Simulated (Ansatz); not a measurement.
# Σ5 (210) boundary in fcc Ir with B (interstitial): structure and resistance, part 2 of 2

Wanted: what the Σ5 (210) boundary in fcc Ir with B (interstitial) costs an interconnect.

Ansatz 0.2.0; Ansatz plane-wave DFT, PBE, PAW files; relaxation of a bicrystal slab with its lowest layers held; PAW set soft_1 (the session's first sound run).

So far. Step 2 (Relaxing the bicrystal): The largest force component on a free atom ends at 0.024 eV/Å, under the tolerance of 0.03, after 8 steps.

## (3) Transmission across the boundary

Bulk layers of each grain are laid under and over the relaxed boundary, and a lead is named in the middle of each, away from the free faces. The mesh across the current, 18×18, is finer than the density's, because channels open and close sharply across the zone. Energies from -0.1 to 0.1 eV in steps of 0.05 eV are too few for the program's thermal sum, so it prints no conductance; for a metal the transmission near the Fermi level serves, at a fraction of the cost.

This step: Ansatz plane-wave DFT, PBE, PAW files; ballistic transport by layer matching (Landauer), zero bias; boundary relaxed in a short slab, bulk layers laid on; PAW set soft_1 (Ansatz 0.2.0).

System of this step: Σ5 (210) boundary in fcc Ir with B (interstitial). The cell holds 49 atoms: 48 Ir and 1 B. Its edges and angles: a = 4.702 Å, b = 3.839 Å, c = 49.234 Å, α = 90.0°, β = 90.0°, γ = 65.9°. It derives from Ir. Regions: lower grain, 20 atoms (20 Ir); boundary, 13 atoms (12 Ir and 1 B); upper grain, 16 atoms (16 Ir). Vacuum lies along c.

input.yaml

```yaml
crystal:
  lattice:
    - [4.7022854592, 0.0, 0.0]
    - [1.5674284864, 3.5048766455, 0.0]
    - [0.0, 0.0, 49.2341827394]
  atoms:
    - { symbol: Ir, position: [-15.5999999999, 7.7999999997, 0.0812443668] }
    - { symbol: Ir, position: [-14.9999999999, 7.4999999997, 0.0986817627] }
    - { symbol: Ir, position: [-14.3999999999, 7.1999999997, 0.1161191587] }
    - { symbol: Ir, position: [-13.7999999999, 6.8999999998, 0.1335565547] }
    - { symbol: Ir, position: [-13.1999999999, 6.5999999998, 0.1509939506] }
    - { symbol: Ir, position: [-12.5999999999, 6.2999999998, 0.1684313466] }
    - { symbol: Ir, position: [-11.9999999999, 5.9999999998, 0.1858687425] }
    - { symbol: Ir, position: [-11.3999999999, 5.6999999998, 0.2033061385] }
    - { symbol: Ir, position: [-10.7999999999, 5.3999999998, 0.2207435345] }
    - { symbol: Ir, position: [-10.1999999999, 5.0999999998, 0.2381809304] }
    - { symbol: Ir, position: [-9.6, 4.7999999999, 0.2556183264] }
    - { symbol: Ir, position: [-9.0, 4.4999999999, 0.2730557224] }
    - { symbol: Ir, position: [-8.4, 4.1999999999, 0.2904931183] }
    - { symbol: Ir, position: [-7.8, 3.8999999999, 0.3079305143] }
    - { symbol: Ir, position: [-7.2, 3.5999999999, 0.3253679102] }
    - { symbol: Ir, position: [-6.6, 3.2999999999, 0.3428053062] }
    - { symbol: Ir, position: [-6.0, 2.9999999999, 0.3602427022] }
    - { symbol: Ir, position: [-5.4, 2.7, 0.3776800981] }
    - { symbol: Ir, position: [-4.8, 2.4, 0.3951174941] }
    - { symbol: Ir, position: [-4.2, 2.1, 0.41255489] }
    - { symbol: Ir, position: [0.4, 0.8, 0.429992286] }
    - { symbol: Ir, position: [-0.0020699057, 0.5010349529, 0.4475145729] }
    - { symbol: Ir, position: [0.6005861677, 0.1997069162, 0.465217999] }
    - { symbol: Ir, position: [0.2001645939, 0.8999177031, 0.4822132447] }
    - { symbol: Ir, position: [0.8034553167, 0.5982723417, 0.5012127026] }
    - { symbol: Ir, position: [0.4089011432, 0.2955494284, 0.5183077204] }
    - { symbol: Ir, position: [0.0169752278, -0.0084876139, 0.535778869] }
    - { symbol: B, position: [0.5227414249, 0.7386292876, 0.5400817602] }
    - { symbol: Ir, position: [0.87392075, 0.563039625, 0.5700832188] }
    - { symbol: Ir, position: [0.2734952359, 0.863252382, 0.5859380746] }
    - { symbol: Ir, position: [0.6753068979, 0.162346551, 0.604596792] }
    - { symbol: Ir, position: [0.0777485584, 0.4611257208, 0.6217372109] }
    - { symbol: Ir, position: [0.4765396195, 0.7617301903, 0.6397572978] }
    - { symbol: Ir, position: [-4.1234603805, 2.0617301902, 0.6571946938] }
    - { symbol: Ir, position: [-4.7234603805, 2.3617301902, 0.6746320898] }
    - { symbol: Ir, position: [-5.3234603805, 2.6617301902, 0.6920694857] }
    - { symbol: Ir, position: [-5.9234603805, 2.9617301902, 0.7095068817] }
    - { symbol: Ir, position: [-6.5234603805, 3.2617301902, 0.7269442776] }
    - { symbol: Ir, position: [-7.1234603805, 3.5617301902, 0.7443816736] }
    - { symbol: Ir, position: [-7.7234603805, 3.8617301902, 0.7618190696] }
    - { symbol: Ir, position: [-8.3234603805, 4.1617301901, 0.7792564655] }
    - { symbol: Ir, position: [-8.9234603805, 4.4617301901, 0.7966938615] }
    - { symbol: Ir, position: [-9.5234603805, 4.7617301901, 0.8141312575] }
    - { symbol: Ir, position: [-10.1234603805, 5.0617301901, 0.8315686534] }
    - { symbol: Ir, position: [-10.7234603804, 5.3617301901, 0.8490060494] }
    - { symbol: Ir, position: [-11.3234603804, 5.6617301901, 0.8664434453] }
    - { symbol: Ir, position: [-11.9234603804, 5.9617301901, 0.8838808413] }
    - { symbol: Ir, position: [-12.5234603804, 6.26173019, 0.9013182373] }
    - { symbol: Ir, position: [-13.1234603804, 6.56173019, 0.9187556332] }
kpoints:
  mp_grid: { grid: [7, 7, 1] }
hamiltonian:
  xc: pbe
  pseudopotentials: { kind: paw, azcp: { folder: soft_1 } }
scf:
  occupations: { method: fermi_dirac, width: 0.1 }
output:
  transmission:
    leads: [[11, 12], [39, 40]]
    kmesh: [18, 18]
    e_range: [-0.1, 0.1]
    de: 0.05
  write_potential: true
  write_density: true
  volumetric_format: npy
  elf: true
```

The run is started by

```
$ ansatz run input.yaml --threads 4 --pin off --max-ram 15360MiB --backend cpu --events-out ev --progress --plain --runs-dir out
```

Numbers of over 12 decimals in the logs are rounded to 6 here.

Log:

```text
[...]
Crystal: 49 atoms, lattice volume = 811.425 Å³
Basis set: ecut = 420 eV, 15853 PW (Γ)
Bands: 492, of which v1, the nominal top of the filled ones, is band 410 counted from 1 (409 counted from 0)
Symmetry: 2 space group operations
[...]
k-points: 16 of 49 (time reversal used)
[...]
SCF iter   1: F=—  HF=-573121.908992 eV  |F-HF|=—  |Δ(HF+E_count)|=         —  Δρ=4.66e-2  dr2=4.98e1  ethr=3.10e-3  ⟨swp⟩=6.1  Hψ=26795  notcnv=0  defer=200
[...]
SCF iter  11: F=-573116.883989 eV  HF=-573116.883989 eV  |F-HF|=6.59e-8  |Δ(HF+E_count)|=   9.78e-8  Δρ=2.10e-6  dr2=8.12e-8  ethr=1.22e-11  ⟨swp⟩=13.7  Hψ=29729  notcnv=0
SCF 1 converged in 11 iterations: F = -573116.883989 eV  dr2 = 8.12e-8
[...]
transmission: 576 of 5733 steps passed
transmission: 1150 of 5733 steps passed
[...]
transmission: 5733 of 5733 steps passed
WARN: The output density's exchange-correlation potential varies sharply where the density is thin. Do not read a vacuum level from v_tot or v_xc, or from such a field of the output density. On a cell that repeats whose density bears no net charge and no dipole along the vacuum's axis use v_es (v_loc + v_h of the components); under efield.dipole_correction with no amplitude use v_es + v_field, which holds any externa [...]
SCF converged after 11 iterations
Free energy (F): -573116.883989 eV
[...]
Internal energy: -573115.229011 eV  (E = F + TS)
E sigma→0 (E₀):  -573116.056500 eV
Entropy (-TS):   -1.654978 eV (-33.775 meV/atom)
Fermi energy:    20.851734 eV
[...]
--- Band table (eV; the first three rows and the last of 16) ---
  k-point 0: bands = [... 406 lower, 20.9079, 20.9191, 20.9489, 20.9578, 20.9713, 21.0359, 21.0584, 21.0920, ... 78 higher]
  k-point 1: bands = [... 406 lower, 20.8094, 20.8238, 20.8705, 20.9382, 21.0083, 21.0346, 21.0678, 21.0999, ... 78 higher]
  k-point 2: bands = [... 406 lower, 20.6239, 20.6961, 20.7145, 20.8807, 20.9209, 20.9564, 20.9939, 21.0448, ... 78 higher]
  k-point 15: bands = [... 406 lower, 21.0423, 21.0692, 21.0924, 21.1240, 21.1323, 21.1684, 21.1760, 21.1822, ... 78 higher]
--- Transmission ---
  basis      : 141 plane waves across, 63 finite elements along
  points     : 91, standing for a mesh of 18 x 18
  energies   : 5 from -0.100000 to 0.100000 eV about the Fermi level, 0.050000 eV apart; the leads are filled to 0.000000 eV, and channels, transmission and decay are at 0.000000 eV
  crystal 0  : Ir3, at the sites [11, 12], period 2.5755 Å, over 18.89 Å; its Hamiltonian steps by up to 6.8 meV
    offset         : up to 0.0000 Å between an atom of the period and one for which it stands
    channels       : 4.388889e0 a spin
    conductance    : none, the energies end too early or step too widely for 300 K: set another output.transmission.e_range or a lower de, or, where they end at an eighth of basis.ecutwfc, a higher one
[...]
channels       : 4.413580e0 a spin
[...]
junction   : crystal 0 to crystal 1, 13.28 to 35.95 Å
    transmission   : 1.692214e0 a spin
[...]
```

It took 13 min on 4 threads of Arm Neoverse V2, shared host; peak memory 10 GiB; 49 min of CPU time.

This step gave:

- free energy: -573116.8840 eV
- energy at zero smearing: -573116.0565 eV
- Fermi energy: 20.85 eV
- cell area: 16.48 Å²
- transmission per spin nearest the Fermi level: 1.692
- open channels per spin nearest the Fermi level: 4.389
- open channels per spin, upper lead: 4.414
- step of the lead's potential: 6.8 meV
- step of the upper lead's potential: 14.6 meV

Per spin. Transmission, zone mean against energy, zero at the Fermi level:

```tsv
energy (eV)	transmission, zone mean
-0.1000	1.67
-0.0500	1.66
0.0000	1.69
0.0500	1.73
0.1000	1.73
```

Per spin. The open channels, zone mean by energy, zero at the Fermi level:

```tsv
energy (eV)	lead	upper lead
-0.1000	4.28	4.29
-0.0500	4.30	4.28
0.0000	4.39	4.41
0.0500	4.5	4.5
0.1000	4.51	4.52
```

Transmission over k1 and k2. At 0.0000 eV from the Fermi level.

Values, 12 rows by 16 columns, each cell a mean:
```
1.10 0.98 0.99 1.13 1.18 1.06 1.10 1.01 1.37 1.56 1.65 1.52 1.57 1.70 1.52 1.35
2.07 1.94 1.80 1.72 1.84 1.93 1.91 1.62 1.53 1.50 1.41 1.35 1.43 1.56 1.60 1.76
2.41 2.17 1.88 2.08 2.43 1.98 1.27 1.04 0.97 0.89 0.82 0.88 0.97 1.10 1.18 1.96
2.64 3.00 2.86 2.49 2.50 1.66 1.39 1.16 0.96 0.84 0.86 1.02 1.22 1.24 1.95 2.54
3.73 3.85 3.20 2.48 2.13 1.51 1.33 1.27 1.15 1.17 1.19 1.21 1.36 1.90 2.38 2.91
4.18 4.00 3.04 2.06 1.83 1.49 1.53 1.53 1.44 1.51 1.58 1.52 1.68 1.97 2.86 3.87
3.85 3.09 2.31 1.89 1.32 1.29 1.38 1.34 1.33 1.42 1.34 1.44 2.07 2.39 3.32 3.98
2.92 2.59 2.11 1.42 1.30 1.07 0.90 0.88 0.98 1.19 1.31 1.70 2.46 2.64 3.31 3.59
2.41 2.09 1.36 1.17 0.99 0.90 0.83 0.90 0.99 1.10 1.41 2.04 2.44 2.07 2.02 2.10
2.22 1.77 1.38 1.30 1.21 1.15 1.14 1.21 1.33 1.45 1.75 2.16 2.24 2.02 1.98 2.24
1.50 1.46 1.60 1.73 1.55 1.49 1.65 1.67 1.45 1.32 1.43 1.24 1.19 1.06 1.13 1.22
0.38 0.86 1.42 1.54 1.48 1.51 1.47 0.85 0.51 0.68 1.18 1.27 1.38 1.35 1.21 0.61
```
Columns: k1 (b1) from -0.5 to 0.444; rows upwards: k2 (b2) from -0.5 to 0.444.

Open channels over k1 and k2. At 0.0000 eV from the Fermi level.

Ten even steps from '0' (2.00) to '9' (8.00):
```
311363113555535555
533113353555335553
553535553333333335
633336611110011116
335335310000000135
588555133111133155
686555333111333555
998555355555535558
998565555655556589
985553555555355589
655533311133355568
555133111133155588
353100000001353353
661111001111663333
553333333335553535
535553355535331133
355553555531136311
015555551015555551
```
Columns: k1 (b1) from -0.5 to 0.444; rows upwards: k2 (b2) from -0.5 to 0.444.

ELF in the ca plane at fractional y = 0.762, with atoms of Ir and B within 0.2 Å of it. It is the smooth field of the valence electrons, not physical close to the nuclei.

Values, 7 rows by 16 columns, each cell a mean:
```
0.30 0.30 0.30 0.33 0.30 0.30 0.36 0.31 0.31 0.40 0.31 0.31 0.29 0.30 0.29 0.30
0.36 0.27 0.27 0.29 0.29 0.33 0.52 0.30 0.37 0.44 0.32 0.27 0.30 0.28 0.29 0.46
0.54 0.32 0.32 0.31 0.20 0.28 0.39 0.46 0.51 0.41 0.30 0.21 0.37 0.44 0.31 0.55
0.54 0.33 0.51 0.48 0.24 0.30 0.26 0.39 0.29 0.41 0.38 0.29 0.48 0.52 0.30 0.40
0.30 0.26 0.50 0.45 0.33 0.50 0.27 0.36 0.53 0.38 0.57 0.35 0.39 0.44 0.23 0.26
0.28 0.25 0.30 0.31 0.33 0.54 0.30 0.31 0.32 0.31 0.49 0.34 0.28 0.29 0.27 0.29
0.31 0.31 0.30 0.29 0.31 0.33 0.30 0.32 0.38 0.32 0.30 0.29 0.29 0.30 0.31 0.30
```
Columns run along c (16.0 Å, from fractional 0.38 to 0.70 of the cell), rows up along a (4.7 Å). Atoms in or near the plane, at fractional coordinates: Ir at (0.43, 0.40), B at (0.54, 0.52), Ir at (0.64, 0.48).

Valence density in the ca plane at fractional y = 0.762, with atoms of Ir and B within 0.2 Å of it. It is the smooth field of the valence electrons, not physical close to the nuclei.

Values in e/Å³, 7 rows by 16 columns, each cell a mean:
```
0.4 0.4 0.4 0.9 0.5 0.5 1.1 0.5 0.5 1.4 0.7 0.4 0.5 0.5 0.5 0.4
1.4 0.4 0.3 0.5 0.4 1.0 3.6 0.5 0.4 2.0 0.9 0.3 0.4 0.4 0.5 3.0
6.7 0.7 0.9 0.7 0.2 0.6 1.6 0.6 0.6 0.6 0.4 0.2 1.6 2.5 0.6 5.8
4.6 0.7 4.9 3.6 0.3 0.5 0.4 0.5 0.6 0.5 1.5 0.5 4.2 6.5 0.5 1.6
0.6 0.4 4.6 3.4 0.8 3.1 0.6 0.4 0.5 1.0 6.0 1.1 1.7 2.7 0.3 0.3
0.4 0.3 0.7 0.6 0.9 4.2 0.7 0.7 0.8 0.7 3.4 0.8 0.4 0.4 0.3 0.5
0.5 0.4 0.4 0.5 0.5 0.9 0.4 0.9 1.1 0.4 0.5 0.4 0.5 0.5 0.5 0.4
```
Columns run along c (16.0 Å, from fractional 0.38 to 0.70 of the cell), rows up along a (4.7 Å). Atoms in or near the plane, at fractional coordinates: Ir at (0.43, 0.40), B at (0.54, 0.52), Ir at (0.64, 0.48).

Electrostatic potential energy in the ca plane at fractional y = 0.762, with atoms of Ir and B within 0.2 Å of it. With pseudopotentials it is smooth inside the atoms' cores, unlike the true potential.

Values in eV, 7 rows by 16 columns, each cell a mean:
```
 20  19  18   6  15  16   3  16  16  -1  12  19  16  17  17  17
 -1  19  20  16  19   6 -28  15  19 -10   8  21  19  19  17 -19
-43  11   9  12  22  15  -5  11  -1  14  18  22  -1 -12  12 -41
-31  12 -31 -20  20  16  19   8 -13  16  -2  17 -23 -39  15  -4
 14  19 -29 -19  10 -23  14  19  13   6 -42   5  -2 -14  20  20
 19  21  11  14   8 -31  12  12  10  13 -23  12  20  19  21  16
 17  18  20  16  16   8  19   7   4  18  16  18  16  17  17  17
```
Columns run along c (16.0 Å, from fractional 0.38 to 0.70 of the cell; values clipped at the 3rd and 97th percentile), rows up along a (4.7 Å). Atoms in or near the plane, at fractional coordinates: Ir at (0.43, 0.40), B at (0.54, 0.52), Ir at (0.64, 0.48).

Over the solved energies the transmission per spin lies between 1.66 and 1.73, out of 4.40 channels of the lead on average (up to 4.51).

## (4) Specific resistance

This step: Ansatz plane-wave DFT, PBE, PAW files; ballistic transport by layer matching (Landauer), zero bias; specific resistance of the boundary; PAW set soft_1 (Ansatz 0.2.0).

Numbers from this step:

```
area resistance                      : 0.7708 fΩ m²
T over the leads' mean channel count : 0.3855
```

Averaged over the energies near the Fermi level, 38.6 % of the channels pass, which makes 0.771 fΩ m².

By hand, with T and the leads' channels N averaged over the energies near the Fermi level: RA = A (h/2e²)(1/T − ½[1/N₁ + 1/N₂]) = 16.48×10⁻²⁰ m² × 12 906 Ω × (1/1.696 − ½[1/4.395 + 1/4.402]) = 0.771 fΩ m².

## (5) Results

```
specific resistance of the boundary : 0.771 fΩ m²
share of channels that pass         : 0.386
```

The boundary has a specific resistance of 0.77 fΩ m². The boundary reflects 61 % of the channels; 0.77 fΩ m² is 7.7×10⁻¹² Ω·cm². One B in 16.5 Å² of boundary is a high coverage. In the relaxation the upper grain slid sideways by about 0.3 Å, so the result belongs to the position that it found, not to the starting one. One starting structure was relaxed; another shift or atom count at the boundary may lie lower. Spin-orbit coupling is left out, which matters for Ir.

[Logs are printed without paths, hosts, clocks, repeated set-up lines and the standing remarks that a program may print on its own settings, such as how far it seeks lower states.]

[Hosts, paths, dates, database ids (printed as entryN), source tags and the programs' standing remarks are cut or masked in the printed files.]
